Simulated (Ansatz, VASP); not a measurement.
LiF in VASP and in Ansatz

INCAR

```
SYSTEM = LiF
PREC = Accurate ; ENCUT = 520
EDIFF = 1E-6 ; ISMEAR = 0
SIGMA = 0.1 ; LREAL = .FALSE.
LASPH = .TRUE. ; NELM = 80
ALGO = Fast ; ISIF = 2
LWAVE = .FALSE. ; LCHARG = .FALSE.
GGA = PE ; NBANDS = 12
```

Contents of KPOINTS:

```
regular mesh
0
G
  8 8 8
  0 0 0
```

Contents of POSCAR:

```
LiF
1.0
    2.5595330000      0.0000000000      0.0000000000
    0.0000000000      2.5595330000      0.0000000000
    0.0000000000      0.0000000000      2.5595330000
Li F
1 1
Direct
    0.0000000000      0.0000000000      0.0000000000
    0.5000000000      0.5000000000      0.5000000000
```

Input for Ansatz:

```yaml
crystal:
  lattice:
    - [2.559533, 0.0, 0.0]
    - [0.0, 2.559533, 0.0]
    - [0.0, 0.0, 2.559533]
  atoms:
    - { symbol: Li, position: [0.0, 0.0, 0.0] }
    - { symbol: F, position: [0.5, 0.5, 0.5] }
basis:
  ecutwfc: 420
kpoints:
  mp_grid: { grid: [8, 8, 8] }
hamiltonian:
  xc: pbe
scf:
  occupations: { method: gaussian, width: 0.1 }
output:
  forces: true
  stress: true
  eigenvalues: true
```

Measurements of this composition are mostly on another form, of space group No. 225.

Alike in both runs: task single point; functional PBE; k mesh 8 × 8 × 8; occupations gaussian, width 0.1 eV; no spin polarisation.

|  | VASP | Ansatz |
| --- | --- | --- |
| version | VASP 6.6.1 | Ansatz 0.2.0 |
| potentials or method | VASP PAW PBE potentials, release 64 (Li_sv, F) | scalar-relativistic, plane waves, PAW |
| plane-wave cutoff (eV) | 520 | 420 |
| valence electrons in the cell | 10 | 10 |

|  | VASP | Ansatz | Ansatz less VASP |
| --- | --- | --- | --- |
| gap on the k mesh at the Fermi level (eV) | 7.51 | 7.50 | -0.006 |
| least direct gap on the mesh (eV) | 8.18 | 8.17 | -0.006 |

 A hybrid or GW would open this gap; PBE tends to underestimate it. A k mesh can miss the band edges.
